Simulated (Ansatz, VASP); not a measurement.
# Ni: VASP beside Ansatz

The input INCAR:

```
SYSTEM = Ni
ALGO = Normal
EDIFF = 1E-7
ENCUT = 520
GGA = PE
ISIF = 2
ISMEAR = 0
ISPIN = 2
LASPH = .True.
LCHARG = .True.
LELF = .True.
LMAXMIX = 4
LORBIT = 11
LREAL = .False.
LVHAR = .True.
LWAVE = .False.
MAGMOM = 2 2 2 2
NBANDS = 32
NELM = 150
PREC = Accurate
SIGMA = 0.1
```

File KPOINTS:

```
k-points
0
Gamma
  6 6 6
  0 0 0
```

The input POSCAR:

```
Ni
1.0
    1.3821097241     -4.3843359827      0.0000000000
    1.3821097241      4.3843359827      0.0000000000
    0.0000000000      0.0000000000      3.6577888770
Ni
4
Direct
    0.0980000000      0.9020000000      0.9100000000
    0.5980000000      0.4020000000      0.5900000000
    0.9020000000      0.0980000000      0.0900000000
    0.4020000000      0.5980000000      0.4100000000
```

Input for Ansatz:

```yaml
crystal:
  lattice:
    - [1.3821097241, -4.3843359827, 0.0]
    - [1.3821097241, 4.3843359827, 0.0]
    - [0.0, 0.0, 3.657788877]
  atoms:
    - { symbol: Ni, position: [0.098, 0.902, 0.91], spin: 2.0 }
    - { symbol: Ni, position: [0.598, 0.402, 0.59], spin: 2.0 }
    - { symbol: Ni, position: [0.902, 0.098, 0.09], spin: 2.0 }
    - { symbol: Ni, position: [0.402, 0.598, 0.41], spin: 2.0 }
basis:
  ecutwfc: 420
kpoints:
  mp_grid: { grid: [6, 6, 6] }
hamiltonian:
  xc: pbe
scf:
  occupations: { method: gaussian, width: 0.1 }
  lower_state_search: "off"
output:
  forces: true
  stress: true
  eigenvalues: true
  populations: true
magnetization:
  spin_polarized: true
```

Alike in both runs: task single point; functional PBE; k mesh 6 × 6 × 6; occupations gaussian, width 0.1 eV; collinear spin.

|  | VASP | Ansatz |
| --- | --- | --- |
| version | VASP 6.6.1 | Ansatz 0.2.0 |
| potentials or method | VASP PAW PBE potentials, release 64 (Ni) | scalar-relativistic, plane waves, PAW |
| plane-wave cutoff (eV) | 520 | 420 |
| valence electrons in the cell | 40 | 72 |

Ansatz gave:

* gap on the k mesh at the Fermi level (eV): none
* rms of the force components (eV/Å): 7.709
* net moment per atom (μB): 0.70
* size of the moment on the site where the two differ most (μB): 0.69

**Question.** Which values does VASP return?

**Answer.** gap on the k mesh at the Fermi level (eV): none; rms of the force components (eV/Å): 7.248; net moment per atom (μB): 0.71; size of the moment on the site where the two differ most (μB): 0.68.

Site moments also hang on the region over which each program counts them. Atom by atom the forces differ by 0.468 eV/Å (rms over components). A gap of «none» marks a metal or a gap that the smearing closes. The two sets of potentials don't hold the same shells in valence.

Caveats: the k mesh is coarse (spacing up to 0.40 Å⁻¹), so the values aren't converged; forces of over 1 eV/Å show positions far from the minimum, so gaps and moduli don't describe the material at rest.
